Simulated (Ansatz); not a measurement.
## Relaxing Te

Computed with DFT r2SCAN, scalar-relativistic, plane waves, PAW in Ansatz. Cutoff 500 eV, Γ-centred k mesh, Gaussian smearing, no spin polarisation in the final step.

Te was placed on the hcp structure type (P6_3/mmc, No. 194), at a guessed volume.

```
Te
1.0
     3.72716    0.00000    0.00000
    -1.86358    3.22782    0.00000
     0.00000    0.00000    6.04938
Te
2
Direct
  0.33333 0.66667 0.25000
  0.66667 0.33333 0.75000
```

Steps on the 6×6×4 mesh (2 atoms). 8 of 8 steps are shown, and the free energy counts from the last. Trial steps that were taken back and renewals of the plane-wave basis can be among the rows.

| step | ΔF (meV/atom) | V (Å³/atom) | P (GPa) |
| --- | --- | --- | --- |
| 1 | 540.1 | 36.39 | -7.20 |
| 2 | 380.9 | 32.81 | -5.32 |
| 3 | 284.3 | 30.28 | -2.46 |
| 4 | 170.2 | 29.02 | -0.91 |
| 5 | 95.5 | 28.06 | 1.76 |
| 6 | 47.6 | 30.03 | -0.79 |
| 7 | 0.1 | 30.59 | 0.19 |
| 8 | 0.0 | 30.59 | 0.20 |

Steps on the 18×18×12 mesh (2 atoms). 5 of 6 steps are shown, and the free energy counts from the last.

```csv
step,ΔF (meV/atom),V (Å³/atom),P (GPa)
1,9.1,30.59,0.40
2,1.4,31.01,0.42
3,1.0,31.87,-0.64
4,0.2,31.47,0.03
6,0.0,31.47,0.00
```

A final relaxation ran on a 18×18×12 mesh. The relaxed crystal, P6_3/mmc (No. 194):

```
Te
1.0
     4.08915    0.00000    0.00000
    -2.04457    3.54130    0.00000
     0.00000    0.00000    4.34656
Te
2
Direct
  0.33333 0.66667 0.25000
  0.66667 0.33333 0.75000
```

For Te, the volume per atom is 31.47 Å³, the density is 6.73 g/cm³ and the energy over the standard structure is 0.23 eV/atom. The gap on the 18×18×12 mesh is 0 eV (a metal).

Energies count from the standard state of Te at the same level.

The final run used a 18×18×12 mesh on its 2-atom cell and 0.10 eV smearing. For metals, differences of a few meV/atom aren't resolved. Spin–orbit coupling is left out.

Symmetry constrained the relaxation, so the result can be a saddle point.